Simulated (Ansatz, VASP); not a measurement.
# Hf: VASP beside Ansatz

File INCAR:

```
SYSTEM = Hf
  ALGO = Normal
  EDIFF = 1E-7
  ENCUT = 520
  GGA = PS
  ISIF = 2
  ISMEAR = 0
  LASPH = .TRUE.
  LCHARG = .TRUE.
  LELF = .TRUE.
  LREAL = .FALSE.
  LVHAR = .TRUE.
  LWAVE = .FALSE.
  NBANDS = 17
  NELM = 100
  PREC = Accurate
  SIGMA = 0.1
```

File KPOINTS:

```
k-points
0
G
  6 6 6
  0 0 0
```

Contents of POSCAR:

```
Hf
1.0
   -2.7566158009      2.7566158009      1.5037848050
    2.7566158009     -2.7566158009      1.5037848050
    2.7566158009      2.7566158009     -1.5037848050
Hf
2
Direct
    0.0000000000      0.0000000000      0.0000000000
    0.7500000000      0.2500000000      0.5000000000
```

Input for Ansatz:

```yaml
crystal:
  lattice:
    - [-2.7566158009, 2.7566158009, 1.503784805]
    - [2.7566158009, -2.7566158009, 1.503784805]
    - [2.7566158009, 2.7566158009, -1.503784805]
  atoms:
    - { symbol: Hf, position: [0.0, 0.0, 0.0] }
    - { symbol: Hf, position: [0.75, 0.25, 0.5] }
basis:
  ecutwfc: 420
kpoints:
  mp_grid: { grid: [6, 6, 6] }
hamiltonian:
  xc: pbesol
scf:
  occupations: { method: gaussian, width: 0.1 }
  lower_state_search: "off"
output:
  forces: true
  stress: true
  eigenvalues: true
```

Alike in both runs: task single point; functional PBEsol; k mesh 6 × 6 × 6; occupations gaussian, width 0.1 eV; no spin polarisation.

```csv
,VASP,Ansatz
version,VASP 6.6.1,Ansatz 0.2.0
potentials or method,"VASP PAW PBE potentials, release 64 (Hf_pv)","scalar-relativistic, plane waves, PAW"
plane-wave cutoff (eV),520,420
valence electrons in the cell,20,52
```

Ansatz gave:

* gap on the k mesh at the Fermi level (eV): none
* pressure (GPa): -2.3
* largest component of the traceless stress (GPa): 0.79

Q: Which values does VASP return?

A: gap on the k mesh at the Fermi level (eV): none; pressure (GPa): -2.5; largest component of the traceless stress (GPa): 0.77.

A gap of «none» marks a metal or a gap that the smearing closes. With one functional, cell and mesh, what is left measures potentials, basis and numerics. The two sets of potentials don't hold the same shells in valence.

Caveats: the k mesh is coarse (spacing up to 0.40 Å⁻¹), so the values aren't converged; the PAW data sets were made with another functional, which shifts forces and pressure a little (VASP). The runs have no spin-orbit coupling, so splittings on Hf are missing.
